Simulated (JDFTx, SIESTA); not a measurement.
Given: the input of a run of JDFTx 1.7.0 (patched build) on V. 

The input V.in:

```
lattice \
   -2.8617067568     2.8617067568     2.8617067568 \
    2.8617067568    -2.8617067568     2.8617067568 \
    2.8617067568     2.8617067568    -2.8617067568
coords-type Lattice
ion V      0.0000000000     0.0000000000     0.0000000000 1

ion-species pseudo/V.upf
elec-cutoff 42
elec-ex-corr gga-PBE
kpoint-folding 12 12 12
elec-smearing Fermi 0.0018374661
elec-n-bands 13
spintype z-spin
initial-magnetic-moments V 2
elec-initial-magnetization 2 no
electronic-SCF nIterations 100 energyDiffThreshold 1e-08
electronic-minimize nIterations 30 energyDiffThreshold 1e-7
converge-empty-states yes
forces-output-coords Cartesian

dump-name run.$VAR
dump End Ecomponents EigStats BandEigs Kpoints Forces Stress ElecDensity Dtot
```

Potentials or basis: PseudoDojo-SR-PBE-0.5-standard.

The run is started by

```sh
$ jdftx -c 1 -i V.in -o V.out
```

Set up the same calculation for SIESTA 5.4.2. Potentials or basis there: files PseudoDojo sr-pbe-0.4.1-standard, DZP (energy shift 0.003 Ry; two zetas on semicore shells).

As run (cutoffs and basis follow the program's own potentials, and thresholds, step limits or extra output files can differ):

V.fdf

```
SystemName                      V
SystemLabel                     V
NumberOfSpecies                 1
NumberOfAtoms                   1
%block ChemicalSpeciesLabel
  1  23 V
%endblock ChemicalSpeciesLabel

LatticeConstant                 1.0 Ang
%block LatticeVectors
    -1.5143500000     1.5143500000     1.5143500000
     1.5143500000    -1.5143500000     1.5143500000
     1.5143500000     1.5143500000    -1.5143500000
%endblock LatticeVectors
AtomicCoordinatesFormat         Ang
%block AtomicCoordinatesAndAtomicSpecies
     0.0000000000     0.0000000000     0.0000000000  1
%endblock AtomicCoordinatesAndAtomicSpecies

%block kgrid.MonkhorstPack
   12   0   0  0.0
    0  12   0  0.0
    0   0  12  0.0
%endblock kgrid.MonkhorstPack
XC.Functional                   GGA
XC.Authors                      PBE
PAO.BasisSize                   DZP
PAO.EnergyShift                 0.003 Ry
Mesh.Cutoff                     800 Ry
Spin                            polarized
%block DM.InitSpin
    1   2.000
%endblock DM.InitSpin
OccupationFunction              FD
ElectronicTemperature           0.05 eV
MaxSCFIterations                200
SCF.MustConverge                false
SCF.Mixer.Method                Pulay
SCF.Mixer.Weight                0.1
SCF.Mixer.History               10
SCF.DM.Tolerance                5.0e-05
SCF.H.Tolerance                 1.0e-03 eV
WriteForces                     true
Charge.Mulliken                 end
Charge.Hirshfeld                end
Charge.Voronoi                  end
SaveRho                         true
SaveElectrostaticPotential      true
%block PAO.Basis
  V 5
  n=3 0 2
    2.991 0.000
  n=4 0 2
    8.463 0.000
  n=3 1 2
    3.380 0.000
  n=4 1 1
    8.463
  n=3 2 2
    5.772 0.000
%endblock PAO.Basis
```

Potentials or basis: PseudoDojo 0.4 standard (PBE files), converted to PSML, two zetas on semicore shells, DZP (energy shift 0.003 Ry; two zetas on semicore shells).

The run is started by

```console
$ siesta V.fdf > V.out 2>&1
```

Both were run:

|  | JDFTx | SIESTA |
| --- | --- | --- |
| Pressure | -5.2 GPa | -5.1 GPa |
| Net moment | 0.00 μB per cell | 0.00 μB per cell |

The magnetic state is the one that the start led to; the real crystal's order can differ.

Pressure is positive in compression.
